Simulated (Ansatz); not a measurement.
**HfN (WC type): how the settings move a single-point run**

How sensitive is a single-point run of HfN (WC type) to its settings? A reference run comes first, then five runs with altered input.

Computed with Ansatz 0.2.0 (reference: DFT r2SCAN, scalar-relativistic, plane waves, PAW, unless a step's input says otherwise).

1 further run of the same task is left out (it didn't finish). Runs told in other sessions of the task aren't counted.

## 1. The structure to begin with

Symmetry: P-6m2, No. 187, hexagonal system. Conventional cell: a = 3.085 Å, b = 3.085 Å, c = 2.891 Å, α = 90.00°, β = 90.00°, γ = 120.00°. Around Hf (site symmetry -6m2) lie 6 N at 2.29 Å. Around N (site symmetry -6m2) lie 6 Hf at 2.29 Å.

As a file:

```
CELL_PARAMETERS angstrom
3.08543 0.00000 0.00000
-1.54272 2.67206 0.00000
0.00000 0.00000 2.89086
ATOMIC_POSITIONS crystal
Hf 0.00000 0.00000 0.00000
N 0.66667 0.33333 0.50000
```

## 2. The reference run

The input, input.yaml:

```yaml
crystal:
  lattice:
    - [3.0854334487, 0.0, 0.0]
    - [-1.5427167244, 2.6720637483, 0.0]
    - [0.0, 0.0, 2.8908649372]
  atoms:
    - { symbol: Hf, position: [0.0, 0.0, 0.0] }
    - { symbol: "N", position: [0.6666666667, 0.3333333333, 0.5] }
basis:
  ecutwfc: 500
  ecutrho_ratio: 4
kpoints:
  mp_grid: { grid: [12, 12, 12] }
  band_path:
    path:
      - [[0.0, 0.0, 0.0], [0.5, 0.0, 0.0], [0.33333333, 0.33333333, 0.0], [0.0, 0.0, 0.0], [0.0, 0.0, 0.5], [0.5, 0.0, 0.5], [0.33333333, 0.33333333, 0.5], [0.0, 0.0, 0.5]]
      - [[0.5, 0.0, 0.5], [0.5, 0.0, 0.0]]
      - [[0.33333333, 0.33333333, 0.5], [0.33333333, 0.33333333, 0.0]]
    npoints: 14
hamiltonian:
  xc: r2scan
scf:
  occupations: { method: gaussian, width: 0.05 }
  n_extra_bands: 11
output:
  forces: true
  stress: true
  eigenvalues: true
  populations: true
  dos: { projected: true, de: 0.02, nscf_kmesh: { grid: [18, 18, 18] } }
  bader: true
  write_density: true
  write_potential: true
  elf: true
  volumetric_format: npy
```

On the command line:

```sh
> ansatz run input.yaml --threads 2 --pin off --max-ram 2662MiB --backend cpu --events-out ev --progress --plain --runs-dir out
```

The main lines of its log:

```text
[...]
Basis set: ecut = 500 eV, 611 PW (Γ), exchange–correlation on 96×96×96 points (64 copies of the dense FFT grid, shifted against one another)
[...]
k-points: 133 of 1728 (time reversal used)
[...]
SCF iter   1: F=—  HF=-16120.782731 eV  |F-HF|=—  |Δ(HF+E_count)|=         —  Δρ=1.57e-2  dr2=5.72e-2  dr2_τ=1.24e-1  ethr=1.77e-3  ⟨swp⟩=5.1  Hψ=15613  notcnv=0  defer=110
preconditioner: auto → none  [metal: Δε(μ)=0.005 eV  Ē_g=27.722 eV  σ=0.050 eV  W_gap=0.06  n_scr=8 (ndim 8)  ℏωp=41.0 eV  f_vac=0.000  D(μ)=2.41/eV (n_scr^D=26)  sad-step TF]
SCF iter   2: F=—  HF=-16120.840530 eV  |F-HF|=—  |Δ(HF+E_count)|=   5.78e-2  Δρ=1.00e-2  dr2=2.83e-2  dr2_τ=1.21e-3  ethr=1.85e-4  ⟨swp⟩=2.1  Hψ=6964  notcnv=0  defer=759
[...]
SCF iter   7: F=—  HF=-16120.838653 eV  |F-HF|=—  |Δ(HF+E_count)|=   1.34e-6  Δρ=2.30e-5  dr2=9.26e-8  dr2_τ=5.60e-9  ethr=3.23e-10  ⟨swp⟩=11.7  Hψ=28240  notcnv=0
SCF iter   8: F=-16120.838653 eV  HF=-16120.838653 eV  |F-HF|=4.80e-10  |Δ(HF+E_count)|=   1.18e-7  Δρ=1.82e-6  dr2=8.76e-10  dr2_τ=5.37e-11  ethr=2.99e-10  ⟨swp⟩=7.0  Hψ=20676  notcnv=0
[...]
SCF converged after 8 iterations
Free energy (F): -16120.838653 eV
[...]
E sigma→0 (E₀):  -16120.837191 eV
[...]
Fermi energy:    21.977874 eV
[...]
  P = ⅓ Tr σ = 0.0063 GPa (0.063 kbar)
[...]
```

Run time: 35 s. Hardware: 2 threads of Arm Neoverse V1, shared host; peak memory 0.47 GiB.

## 3. Changing settings: chi_scale 0.1

The input, input.yaml:

```yaml
crystal:
  lattice:
    - [3.085433448723, 2.886743673908e-11, 0.0]
    - [-1.542716724386, 2.672063748266, 0.0]
    - [0.0, 0.0, 2.8908649372]
  atoms:
    - { symbol: Hf, position: [-3.700743415525e-17, 0.0, 0.0] }
    - { symbol: "N", position: [0.6666666666667, 0.3333333333333, 0.5] }
basis:
  ecutwfc: 500
  ecutrho_ratio: 4
kpoints:
  mp_grid: { grid: [12, 12, 12] }
hamiltonian:
  xc: r2scan
scf:
  occupations: { method: gaussian, width: 0.05 }
  initial_density: { chi_scale: 0.1 }
output:
  forces: true
  stress: true
```

On the command line:

```sh
> ansatz run input.yaml --threads 2 --pin off --max-ram 2662MiB --backend cpu --events-out ev --progress --plain --runs-dir out
```

Output, cut to the lines that bear on the results:

```text
Warning: RAYON_NUM_THREADS=2 ignored (pool sized by the plan → 2); use --threads N
[...]
Pseudopotentials: kind: paw
Pseudopotential: Hf, paw, valence charge 26, recommended cutoff 500 eV (meta_gga), Hf.paw.azcp
Pseudopotential: N, paw, valence charge 5, recommended cutoff 500 eV (meta_gga), N.paw.azcp
Functional definition: r2SCAN
[...]
Crystal: 2 atoms, lattice volume = 23.834 Å³
Basis set: ecut = 500 eV, 611 PW (Γ), exchange–correlation on 96×96×96 points (64 copies of the dense FFT grid, shifted against one another)
Bands: 20, of which v1, the nominal top of the filled ones, is band 16 counted from 1 (15 counted from 0)
Symmetry: 12 space group operations
Space group: P-6m2 (ITA 187), of the structure as read, at distance tolerance 2.9e-5 Å
k-points: 133 of 1728 (time reversal used)
[...]
SCF iter   1: F=—  HF=-16120.604993 eV  |F-HF|=—  |Δ(HF+E_count)|=         —  Δρ=5.18e-2  dr2=3.54e-1  dr2_τ=1.34e-1  ethr=1.14e-3  ⟨swp⟩=1.0  Hψ=14315  notcnv=0
[...]
SCF iter   8: F=-16120.838653 eV  HF=-16120.838653 eV  |F-HF|=1.94e-8  |Δ(HF+E_count)|=   5.71e-7  Δρ=9.78e-6  dr2=1.38e-8  dr2_τ=2.44e-9  ethr=3.23e-10  ⟨swp⟩=3.1  Hψ=12016  notcnv=0
[...]
SCF converged after 8 iterations
Free energy (F): -16120.838653 eV
[...]
E sigma→0 (E₀):  -16120.837191 eV
Entropy (-TS):   -0.002925 eV (-1.463 meV/atom)
Fermi energy:    21.977866 eV
[...]
--- Forces (eV/Å), atoms counted from 1 ---
  atom   1  Hf     0.00000000     0.00000000     0.00000000
  atom   2  N      0.00000000     0.00000000     0.00000000
[...]
--- Stress (GPa, compression-positive) ---
        0.006863       0.000000       0.000000
        0.000000       0.006863       0.000000
        0.000000       0.000000       0.005750
  P = ⅓ Tr σ = 0.0065 GPa (0.065 kbar)
```

Wall time 7.5 s (2 threads of Arm Neoverse V1, shared host); peak memory 0.42 GiB.

Energy and cycle count are those of the reference, so the change (start) left the result and the number of cycles as they were.

## 4. Changing settings: n_extra_bands 32

The input, input.yaml:

```yaml
crystal:
  lattice:
    - [3.085433448723, 2.886743673908e-11, 0.0]
    - [-1.542716724386, 2.672063748266, 0.0]
    - [0.0, 0.0, 2.8908649372]
  atoms:
    - { symbol: Hf, position: [-3.700743415525e-17, 0.0, 0.0] }
    - { symbol: "N", position: [0.6666666666667, 0.3333333333333, 0.5] }
basis:
  ecutwfc: 500
  ecutrho_ratio: 4
kpoints:
  mp_grid: { grid: [12, 12, 12] }
hamiltonian:
  xc: r2scan
scf:
  occupations: { method: gaussian, width: 0.05 }
  n_extra_bands: 32
output:
  forces: true
  stress: true
  write_density: true
  write_potential: true
  elf: true
  volumetric_format: npy
```

On the command line:

```sh
> ansatz run input.yaml --threads 2 --pin off --max-ram 2662MiB --backend cpu --events-out ev --progress --plain --runs-dir out
```

Output, cut to the lines that bear on the results:

```text
Warning: RAYON_NUM_THREADS=2 ignored (pool sized by the plan → 2); use --threads N
scf.n_extra_bands = 32 over 16 filled bands (N_el = 31.0): the run solves 48 bands
[...]
Pseudopotentials: kind: paw
Pseudopotential: Hf, paw, valence charge 26, recommended cutoff 500 eV (meta_gga), Hf.paw.azcp
Pseudopotential: N, paw, valence charge 5, recommended cutoff 500 eV (meta_gga), N.paw.azcp
Functional definition: r2SCAN
[...]
Crystal: 2 atoms, lattice volume = 23.834 Å³
Basis set: ecut = 500 eV, 611 PW (Γ), exchange–correlation on 96×96×96 points (64 copies of the dense FFT grid, shifted against one another)
Bands: 48, of which v1, the nominal top of the filled ones, is band 16 counted from 1 (15 counted from 0)
Symmetry: 12 space group operations
Space group: P-6m2 (ITA 187), of the structure as read, at distance tolerance 2.9e-5 Å
k-points: 133 of 1728 (time reversal used)
[...]
SCF iter   1: F=—  HF=-16120.782770 eV  |F-HF|=—  |Δ(HF+E_count)|=         —  Δρ=1.57e-2  dr2=5.75e-2  dr2_τ=1.24e-1  ethr=1.77e-3  ⟨swp⟩=5.8  Hψ=27318  notcnv=0  defer=2621
[...]
SCF iter   8: F=-16120.838653 eV  HF=-16120.838653 eV  |F-HF|=5.95e-10  |Δ(HF+E_count)|=   1.24e-7  Δρ=2.12e-6  dr2=9.90e-10  dr2_τ=5.96e-11  ethr=3.04e-10  ⟨swp⟩=6.6  Hψ=28409  notcnv=0
[...]
SCF converged after 8 iterations
Free energy (F): -16120.838653 eV
[...]
E sigma→0 (E₀):  -16120.837191 eV
Entropy (-TS):   -0.002925 eV (-1.463 meV/atom)
Fermi energy:    21.977875 eV
[...]
--- Forces (eV/Å), atoms counted from 1 ---
  atom   1  Hf     0.00000000     0.00000000     0.00000000
  atom   2  N      0.00000000     0.00000000     0.00000000
[...]
--- Stress (GPa, compression-positive) ---
        0.006914       0.000000       0.000000
        0.000000       0.006914       0.000000
        0.000000       0.000000       0.005244
  P = ⅓ Tr σ = 0.0064 GPa (0.064 kbar)
--- Band table (eV; the first three rows and the last of 133) ---
[...]
```

It took 19 s on 2 threads of Arm Neoverse V1, shared host; peak memory 0.51 GiB.

Energy and cycle count are those of the reference, so the change (band count) left the result and the number of cycles as they were.

## 5. Changed: ecutrho_ratio 6, dispersion d3bj

The input, input.yaml:

```yaml
crystal:
  lattice:
    - [3.085433448723, 2.886743673908e-11, 0.0]
    - [-1.542716724386, 2.672063748266, 0.0]
    - [0.0, 0.0, 2.8908649372]
  atoms:
    - { symbol: Hf, position: [-3.700743415525e-17, 0.0, 0.0] }
    - { symbol: "N", position: [0.6666666666667, 0.3333333333333, 0.5] }
basis:
  ecutwfc: 500
  ecutrho_ratio: 6
kpoints:
  mp_grid: { grid: [12, 12, 12] }
hamiltonian:
  xc: r2scan
  dispersion: d3bj
scf:
  occupations: { method: gaussian, width: 0.05 }
output:
  forces: true
  stress: true
  write_density: true
  write_potential: true
  elf: true
  volumetric_format: npy
```

On the command line:

```sh
> ansatz run input.yaml --threads 2 --pin off --max-ram 2662MiB --backend cpu --events-out ev --progress --plain --runs-dir out
```

Output, cut to the lines that bear on the results:

```text
Warning: the engine holds no damping parameters fitted to this dispersion correction and functional, so the run takes those fitted to r2scan beside the three-body term, which d3bj leaves out (hamiltonian.dispersion, under Limitations)
Warning: RAYON_NUM_THREADS=2 ignored (pool sized by the plan → 2); use --threads N
[...]
Pseudopotentials: kind: paw
Pseudopotential: Hf, paw, valence charge 26, recommended cutoff 500 eV (meta_gga), Hf.paw.azcp
Pseudopotential: N, paw, valence charge 5, recommended cutoff 500 eV (meta_gga), N.paw.azcp
Functional definition: r2SCAN
[...]
Crystal: 2 atoms, lattice volume = 23.834 Å³
Basis set: ecut = 500 eV, 611 PW (Γ), exchange–correlation on 120×120×108 points (64 copies of the dense FFT grid, shifted against one another)
Bands: 20, of which v1, the nominal top of the filled ones, is band 16 counted from 1 (15 counted from 0)
Symmetry: 12 space group operations
Space group: P-6m2 (ITA 187), of the structure as read, at distance tolerance 2.9e-5 Å
k-points: 133 of 1728 (time reversal used)
[...]
SCF iter   1: F=—  HF=-16121.136372 eV  |F-HF|=—  |Δ(HF+E_count)|=         —  Δρ=1.56e-2  dr2=5.70e-2  dr2_τ=1.24e-1  ethr=1.77e-3  ⟨swp⟩=4.8  Hψ=10584  notcnv=0
[...]
SCF iter   8: F=-16121.192372 eV  HF=-16121.192372 eV  |F-HF|=5.26e-10  |Δ(HF+E_count)|=   1.20e-7  Δρ=1.83e-6  dr2=8.98e-10  dr2_τ=5.31e-11  ethr=2.83e-10  ⟨swp⟩=6.0  Hψ=16856  notcnv=0
[...]
SCF converged after 8 iterations
Free energy (F): -16121.192372 eV
[...]
E sigma→0 (E₀):  -16121.190910 eV
Entropy (-TS):   -0.002925 eV (-1.463 meV/atom)
Fermi energy:    21.977874 eV
[...]
--- Forces (eV/Å), atoms counted from 1 ---
  atom   1  Hf     0.00000000     0.00000000     0.00000000
  atom   2  N      0.00000000     0.00000000     0.00000000
[...]
--- Stress (GPa, compression-positive) ---
       -2.391908       0.000000       0.000000
        0.000000      -2.391908       0.000000
        0.000000       0.000000      -2.425436
  P = ⅓ Tr σ = -2.4031 GPa (-24.031 kbar)
--- Band table (eV; the first three rows and the last of 133) ---
  k-point 0: bands = ["-41.6863", "-9.4447", "-9.4447", "-9.2348", "4.7358", "9.9062", "9.9967", "9.9967", "10.0037", "10.0037", "10.0078", "10.0412", "18.2378", "18.2378", "19.6350", "20.1861", "24.4658", "27.1483", "27.1483", "28.2375"]
[...]
```

Wall time 11 s (2 threads of Arm Neoverse V1, shared host); peak memory 0.48 GiB.

The energy moves by -176.9 meV/atom, nearly all of it the dispersion term itself (-176.9 meV/atom); that offset belongs to the model and is no gain or loss of stability; the pressure goes from 0.0 to -2.4 GPa. The damping parameters are borrowed, as the log notes.

## 6. Changed: preconditioner local_kerker

The input, input.yaml:

```yaml
crystal:
  lattice:
    - [3.085433448723, 2.886743673908e-11, 0.0]
    - [-1.542716724386, 2.672063748266, 0.0]
    - [0.0, 0.0, 2.8908649372]
  atoms:
    - { symbol: Hf, position: [-3.700743415525e-17, 0.0, 0.0] }
    - { symbol: "N", position: [0.6666666666667, 0.3333333333333, 0.5] }
basis:
  ecutwfc: 500
  ecutrho_ratio: 4
kpoints:
  mp_grid: { grid: [12, 12, 12] }
hamiltonian:
  xc: r2scan
scf:
  occupations: { method: gaussian, width: 0.05 }
  mixing: { preconditioner: local_kerker }
output:
  forces: true
  stress: true
```

On the command line:

```sh
> ansatz run input.yaml --threads 2 --pin off --max-ram 2662MiB --backend cpu --events-out ev --progress --plain --runs-dir out
```

Output, cut to the lines that bear on the results:

```text
Warning: RAYON_NUM_THREADS=2 ignored (pool sized by the plan → 2); use --threads N
[...]
Pseudopotentials: kind: paw
Pseudopotential: Hf, paw, valence charge 26, recommended cutoff 500 eV (meta_gga), Hf.paw.azcp
Pseudopotential: N, paw, valence charge 5, recommended cutoff 500 eV (meta_gga), N.paw.azcp
Functional definition: r2SCAN
[...]
Crystal: 2 atoms, lattice volume = 23.834 Å³
Basis set: ecut = 500 eV, 611 PW (Γ), exchange–correlation on 96×96×96 points (64 copies of the dense FFT grid, shifted against one another)
Bands: 20, of which v1, the nominal top of the filled ones, is band 16 counted from 1 (15 counted from 0)
Symmetry: 12 space group operations
Space group: P-6m2 (ITA 187), of the structure as read, at distance tolerance 2.9e-5 Å
k-points: 133 of 1728 (time reversal used)
[...]
SCF iter   1: F=—  HF=-16120.782598 eV  |F-HF|=—  |Δ(HF+E_count)|=         —  Δρ=1.56e-2  dr2=5.70e-2  dr2_τ=1.24e-1  ethr=1.77e-3  ⟨swp⟩=4.8  Hψ=10576  notcnv=0
[...]
SCF iter   7: F=-16120.838653 eV  HF=-16120.838653 eV  |F-HF|=3.22e-8  |Δ(HF+E_count)|=   6.78e-7  Δρ=1.23e-5  dr2=2.28e-8  dr2_τ=1.25e-8  ethr=3.23e-10  ⟨swp⟩=3.2  Hψ=11537  notcnv=0
[...]
SCF converged after 7 iterations
Free energy (F): -16120.838653 eV
[...]
E sigma→0 (E₀):  -16120.837191 eV
Entropy (-TS):   -0.002925 eV (-1.463 meV/atom)
Fermi energy:    21.977935 eV
[...]
--- Forces (eV/Å), atoms counted from 1 ---
  atom   1  Hf     0.00000000     0.00000000     0.00000000
  atom   2  N      0.00000000     0.00000000     0.00000000
[...]
--- Stress (GPa, compression-positive) ---
        0.006916       0.000000       0.000000
        0.000000       0.006916       0.000000
        0.000000       0.000000       0.004900
  P = ⅓ Tr σ = 0.0062 GPa (0.062 kbar)
```

Run time: 6.6 s. Hardware: 2 threads of Arm Neoverse V1, shared host; peak memory 0.43 GiB.

Same state: the changed mixing leaves the energy within 0.5 meV/atom.

## 7. Variant: xc pbe

The input, input.yaml:

```yaml
crystal:
  lattice:
    - [3.085433448723, 2.886743673908e-11, 0.0]
    - [-1.542716724386, 2.672063748266, 0.0]
    - [0.0, 0.0, 2.8908649372]
  atoms:
    - { symbol: Hf, position: [-3.700743415525e-17, 0.0, 0.0] }
    - { symbol: "N", position: [0.6666666666667, 0.3333333333333, 0.5] }
basis:
  ecutwfc: 500
  ecutrho_ratio: 4
kpoints:
  mp_grid: { grid: [12, 12, 12] }
hamiltonian:
  xc: pbe
scf:
  occupations: { method: gaussian, width: 0.05 }
output:
  forces: true
  stress: true
```

On the command line:

```sh
> ansatz run input.yaml --threads 2 --pin off --max-ram 2662MiB --backend cpu --events-out ev --progress --plain --runs-dir out
```

Output, cut to the lines that bear on the results:

```text
Warning: RAYON_NUM_THREADS=2 ignored (pool sized by the plan → 2); use --threads N
[...]
Pseudopotentials: kind: paw
Pseudopotential: Hf, paw, valence charge 26, recommended cutoff 420 eV (normal), Hf.paw.azcp
Pseudopotential: N, paw, valence charge 5, recommended cutoff 420 eV (normal), N.paw.azcp
Functional definition: PBE
[...]
Crystal: 2 atoms, lattice volume = 23.834 Å³
Basis set: ecut = 500 eV, 611 PW (Γ), exchange–correlation on 48×48×48 points (8 copies of the dense FFT grid, shifted against one another)
Bands: 20, of which v1, the nominal top of the filled ones, is band 16 counted from 1 (15 counted from 0)
Symmetry: 12 space group operations
Space group: P-6m2 (ITA 187), of the structure as read, at distance tolerance 2.9e-5 Å
k-points: 133 of 1728 (time reversal used)
[...]
SCF iter   1: F=—  HF=-16107.932095 eV  |F-HF|=—  |Δ(HF+E_count)|=         —  Δρ=1.12e-2  dr2=2.91e-2  ethr=1.77e-3  ⟨swp⟩=4.5  Hψ=10509  notcnv=0
[...]
SCF iter   7: F=-16107.925752 eV  HF=-16107.925752 eV  |F-HF|=4.37e-11  |Δ(HF+E_count)|=   3.08e-8  Δρ=1.99e-6  dr2=3.64e-10  ethr=1.05e-10  ⟨swp⟩=4.2  Hψ=9412  notcnv=0
[...]
SCF converged after 7 iterations
Free energy (F): -16107.925752 eV
[...]
E sigma→0 (E₀):  -16107.924429 eV
Entropy (-TS):   -0.002646 eV (-1.323 meV/atom)
Fermi energy:    21.968137 eV
[...]
--- Forces (eV/Å), atoms counted from 1 ---
  atom   1  Hf     0.00000000     0.00000000     0.00000000
  atom   2  N      0.00000000     0.00000000     0.00000000
[...]
--- Stress (GPa, compression-positive) ---
        3.504616       0.000000       0.000000
        0.000000       3.504616       0.000000
        0.000000       0.000000       4.971408
  P = ⅓ Tr σ = 3.9935 GPa (39.935 kbar)
```

Run time: 3.9 s. Hardware: 2 threads of Arm Neoverse V1, shared host; peak memory 0.37 GiB.

A change of functional puts the total energy on another scale; the pressure goes from 0.0 to 4.0 GPa. At this fixed cell a higher pressure means that this functional prefers a larger volume than the reference.

## 8. All runs together

```csv
run,ending,energy change,pressure (GPa),gap (eV),force (eV/Å),cycles,time
reference,converged,0,0.0,0.00,0.00,8,35 s
1: chi_scale 0.1,converged,0.0 meV/atom,0.0,0.00,0.00,8,7.5 s
2: n_extra_bands 32,converged,0.0 meV/atom,0.0,0.00,0.00,8,19 s
"3: ecutrho_ratio 6, dispersion d3bj",converged,-176.9 meV/atom (offset of the dispersion model),-2.4,0.00,0.00,8,11 s
4: preconditioner local_kerker,converged,0.0 meV/atom,0.0,0.00,0.00,7,6.6 s
5: xc pbe,converged,not comparable,4.0,0.00,0.00,7,3.9 s
```

Times don't compare one to one where runs were asked for different outputs or read a saved state (see the inputs); cycles may leave out searches for a lower state.

Residual by cycle in the longest SCF loop of each run; runs are numbered as in the table. The quantity is the density residual dr2, in eV.

```csv
cycle,reference,run 1,run 2,run 3,run 4,run 5
1,0.0572,0.354,0.0575,0.057,0.057,0.0291
2,0.0283,0.172,0.0283,0.0283,0.0192,0.0139
3,0.00949,0.105,0.00945,0.00949,0.0047,1.1e-4
4,0.00192,0.0105,0.00191,0.00193,2.5e-4,4.1e-5
5,1.9e-4,1.6e-4,1.8e-4,1.9e-4,1.5e-5,5.6e-7
6,7.5e-6,3.6e-5,7.8e-6,7.7e-6,3.3e-6,3.2e-8
7,9.3e-8,1.0e-6,9.4e-8,8.8e-8,2.3e-8,3.6e-10
8,8.8e-10,1.4e-8,9.9e-10,9.0e-10,-,-
```

Of the converged runs whose energies compare with the reference's, none moves it noticeably. The pressure spans -2.4 to 4.0 GPa over the reference and the converged variants.
